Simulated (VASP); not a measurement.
Input and output of a VASP r²SCAN single-point calculation on PbS (strained database structure)

INCAR

```
IBRION = -1
ISMEAR = -1
ALGO = Normal
ENCUT = 520
ISIF = 2
NBANDS = 17
LREAL = .FALSE.
EDIFF = 1E-7
PREC = Accurate
LCHARG = .TRUE.
LASPH = .TRUE.
LELF = .TRUE.
NELM = 120
LWAVE = .FALSE.
NSW = 0
METAGGA = R2SCAN
SIGMA = 0.02
```

KPOINTS

```
KPOINTS created by Atomic Simulation Environment
0
Gamma
8 8 8
0 0 0
```

KPOINTS_OPT

```
special points
8
Reciprocal
0.0000000000 0.0000000000 0.0000000000 1
-0.5000000000 -0.5000000000 -0.5000000000 1
-0.5000000000 -0.2499966092 -0.7500033908 1
-0.2499966092 0.2499966092 -0.5000000000 1
0.0000000000 0.0000000000 -0.5000000000 1
0.0000000000 0.3749983046 -0.3749983046 1
-0.3749983046 0.0000000000 -0.6250016954 1
-0.5000000000 0.0000000000 -0.5000000000 1
```

POSCAR

```
Pb S
 1.0000000000000000
     2.1005109573003633    1.2127305665719976    3.2350120170895811
    -2.1005109573003633    1.2127305665719976    3.2350120170895811
     0.0000000000000000   -2.4254611333273726    3.2350120170208374
 Pb  S
   1   1
Cartesian
  0.0000000000000002 -0.0000000001793406  9.4913841992705876
 -0.0000000000000001 -0.0000000000875838  4.6352791845540775
```

VASP ran with the recommended PBE PAW datasets (20 valence electrons in the cell).

Command

```
mpirun -np 1 vasp_std
```

From OUTCAR

```
k-points           NKPTS =     65   k-points in BZ     NKDIM =     65   number of bands    NBANDS=     17

   NELECT =      20.0000    total number of electrons

   dimension x,y,z NGX =    30 NGY =   30 NGZ =   30
   dimension x,y,z NGXF=    60 NGYF=   60 NGZF=   60

  energy-cutoff  :      520.00
  volume of cell :       49.44
      direct lattice vectors                 reciprocal lattice vectors
     2.100510957  1.212730567  3.235012017     0.238037321  0.137430911  0.103039288
    -2.100510957  1.212730567  3.235012017    -0.238037321  0.137430911  0.103039288
     0.000000000 -2.425461133  3.235012017     0.000000000 -0.274861822  0.103039288

 k-points in reciprocal lattice and weights: KPOINTS created by Atomic Simulation Env
   0.00000000  0.00000000  0.00000000       0.002
   0.12500000  0.00000000 -0.00000000       0.012
   0.25000000  0.00000000 -0.00000000       0.012
   0.37500000 -0.00000000 -0.00000000       0.012
   0.50000000  0.00000000 -0.00000000       0.006
   0.12500000  0.12500000 -0.00000000       0.012
   0.25000000  0.12500000 -0.00000000       0.023
   0.37500000  0.12500000 -0.00000000       0.023
   ...

 E-fermi :   6.6237

 k-point     1 :       0.0000    0.0000    0.0000
  band No.  band energies     occupation
      1     -11.1341      2.00000
      2     -11.1341      2.00000
      3     -11.1256      2.00000
      4     -11.1006      2.00000
      5     -11.1006      2.00000
      6      -8.2918      2.00000
      7       0.4134      2.00000
      8       3.6761      2.00000
      9       3.6761      2.00000
     10       4.1156      2.00000
     11      12.1013      0.00000
     12      12.1989      0.00000
     13      12.1989      0.00000
     14      13.1724      0.00000
     15      13.1724      0.00000
     16      14.0230      0.00000
     17      15.4519      0.00000

 k-point     2 :       0.1250    0.0000   -0.0000
  band No.  band energies     occupation
      1     -11.1372      2.00000
      2     -11.1324      2.00000
      3     -11.1198      2.00000
      4     -11.1036      2.00000
      5     -11.0976      2.00000
      6      -8.1469      2.00000
      7      -0.2259      2.00000
      8       3.7415      2.00000
      9       4.0674      2.00000
     10       4.2828      2.00000
     11      10.7569      0.00000
     12      11.2678      0.00000
     13      11.3326      0.00000
     14      13.4783      0.00000
     15      13.5596      0.00000
     16      14.2994      0.00000
     17      16.6345      0.00000

 k-point     3 :       0.2500    0.0000   -0.0000
  band No.  band energies     occupation
      1     -11.1494      2.00000
      2     -11.1361      2.00000
      3     -11.1119      2.00000
      4     -11.0974      2.00000
      5     -11.0854      2.00000
      6      -7.7428      2.00000
      7      -1.4578      2.00000
      8       3.9207      2.00000
      9       4.2095      2.00000
     10       5.1605      2.00000
     11       9.0604      0.00000
     12       9.9032      0.00000
     13      10.0850      0.00000
     14      13.7161      0.00000
     15      14.3854      0.00000
     16      15.2067      0.00000
     17      18.8712      0.00000

 k-point     4 :       0.3750   -0.0000   -0.0000
  band No.  band energies     occupation
      1     -11.1639      2.00000
      2     -11.1439      2.00000
      3     -11.1147      2.00000
      4     -11.0769      2.00000
      5     -11.0708      2.00000
      6      -7.2137      2.00000
      7      -2.5976      2.00000
      8       4.1424      2.00000
      9       4.3381      2.00000
     10       5.9899      2.00000
     11       7.7613      0.00000
     12       8.8786      0.00000
     13       9.1552      0.00000
     14      14.5997      0.00000
     15      15.5681      0.00000
     16      16.4553      0.00000
     17      18.8925      0.00000

 k-point     5 :       0.5000    0.0000   -0.0000
  band No.  band energies     occupation
      1     -11.1701      2.00000
      2     -11.1478      2.00000
      3     -11.1157      2.00000
      4     -11.0680      2.00000
      5     -11.0645      2.00000
      6      -6.9255      2.00000
      7      -3.1042      2.00000
      8       4.2529      2.00000
      9       4.4032      2.00000
     10       6.6065      1.40622
     11       6.9805      0.00000
     12       8.4903      0.00000
     13       8.8079      0.00000
     14      15.6745      0.00000
     15      16.4315      0.00000
     16      16.6698      0.00000
     17      18.2434      0.00000

 k-point     6 :       0.1250    0.1250   -0.0000
  band No.  band energies     occupation
      1     -11.1410      2.00000
      2     -11.1237      2.00000
      3     -11.1231      2.00000
      4     -11.1086      2.00000
      5     -11.0958      2.00000
      6      -8.0898      2.00000
      7      -0.2601      2.00000
      8       3.4517      2.00000
      9       3.7580      2.00000
     10       4.8156      2.00000
     11       9.7759      0.00000
     12      11.7072      0.00000
     13      11.7179      0.00000
     14      12.5098      0.00000
     15      14.5366      0.00000
     16      14.8830      0.00000
     17      16.2331      0.00000

 k-point     7 :       0.2500    0.1250   -0.0000
  band No.  band energies     occupation
      1     -11.1592      2.00000
      2     -11.1299      2.00000
      3     -11.1150      2.00000
      4     -11.0993      2.00000
      5     -11.0875      2.00000
      6      -7.7578      2.00000
      7      -1.0896      2.00000
      8       3.4733      2.00000
      9       3.6962      2.00000
     10       5.2539      2.00000
     11       8.6222      0.00000
     12      10.7528      0.00000
     13      11.1983      0.00000
     14      12.5884      0.00000
     15      15.0590      0.00000
     16      15.7809      0.00000
     17      17.4554      0.00000

 k-point     8 :       0.3750    0.1250   -0.0000
  band No.  band energies     occupation
      1     -11.1796      2.00000
      2     -11.1337      2.00000
      3     -11.1165      2.00000
      4     -11.0851      2.00000
      5     -11.0724      2.00000
      6      -7.2502      2.00000
      7      -2.1702      2.00000
      8       3.6181      2.00000
      9       3.8026      2.00000
     10       5.2621      2.00000
     11       8.1746      0.00000
     12       9.8777      0.00000
     13      10.2445      0.00000
     14      13.2271      0.00000
     15      15.8824      0.00000
     16      16.9377      0.00000
     17      18.8426      0.00000

 k-point     9 :       0.5000    0.1250   -0.0000
  band No.  band energies     occupation
      1     -11.1870      2.00000
      2     -11.1407      2.00000
      3     -11.1133      2.00000
      4     -11.0771      2.00000
      5     -11.0658      2.00000
      6      -6.8466      2.00000
      7      -2.8961      2.00000
      8       3.4543      2.00000
      9       4.0064      2.00000
     10       5.4867      2.00000
     11       7.9268      0.00000
     12       9.3340      0.00000
     13       9.7654      0.00000
     14      14.4172      0.00000
     15      16.7022      0.00000
     16      17.0460      0.00000
     17      18.3271      0.00000

 k-point    10 :      -0.3750    0.1250    0.0000
  band No.  band energies     occupation
      1     -11.1778      2.00000
      2     -11.1428      2.00000
      3     -11.1105      2.00000
      4     -11.0789      2.00000
      5     -11.0730      2.00000
      6      -6.9570      2.00000
      7      -2.7531      2.00000
      8       3.1301      2.00000
      9       4.3031      2.00000
     10       5.9530      2.00000
     11       7.7039      0.00000
     12       8.9789      0.00000
     13      10.0676      0.00000
     14      15.0266      0.00000
     15      16.0038      0.00000
     16      16.6280      0.00000
     17      18.0946      0.00000

 k-point    11 :      -0.2500    0.1250    0.0000
  band No.  band energies     occupation
      1     -11.1581      2.00000
      2     -11.1384      2.00000
      3     -11.1107      2.00000
      4     -11.0977      2.00000
      5     -11.0799      2.00000
      6      -7.4520      2.00000
      7      -1.9033      2.00000
      8       3.0481      2.00000
      9       4.4275      2.00000
     10       5.8662      2.00000
     11       8.2186      0.00000
     12       9.2202      0.00000
     13      10.5731      0.00000
     14      14.4274      0.00000
     15      14.8333      0.00000
     16      16.2912      0.00000
     17      18.0595      0.00000

 ...

  Total        1.3323807      1.3323807      1.9158359      0.0000000     -0.0000000      0.0000000
  in kB       43.1740206     43.1740206     62.0801070      0.0000000     -0.0000000      0.0000000
  external PRESSURE =      49.4760494 kB  Pullay stress =       0.0000000 kB

 POSITION                                       TOTAL-FORCE (eV/Angst)
 -----------------------------------------------------------------------------------
      0.00000     -0.00000      9.49138         0.000000      0.000000     -0.004581
      0.00000     -0.00000      4.63528         0.000000     -0.000000      0.004581
 -----------------------------------------------------------------------------------
    total drift:                                0.000000      0.000000      0.000186

  FREE ENERGIE OF THE ION-ELECTRON SYSTEM (eV)
  ---------------------------------------------------
  free  energy   TOTEN  =       -65.5408499210 eV

  energy  without entropy=      -65.5406804102  energy(sigma->0) =      -65.54076517
```

| Item | Value |
| --- | --- |
| gap between bands v and c | -0.02 eV (bands overlap: a metal) |
| least direct gap | 0.34 eV |
| pressure | 4.9 GPa |

Band v is the last that the valence electrons fill when counted band by band, and c is the next.

The run took about 2.9 min on one core of a shared host (Intel Xeon Platinum 8488C) and held 0.22 GiB at most.
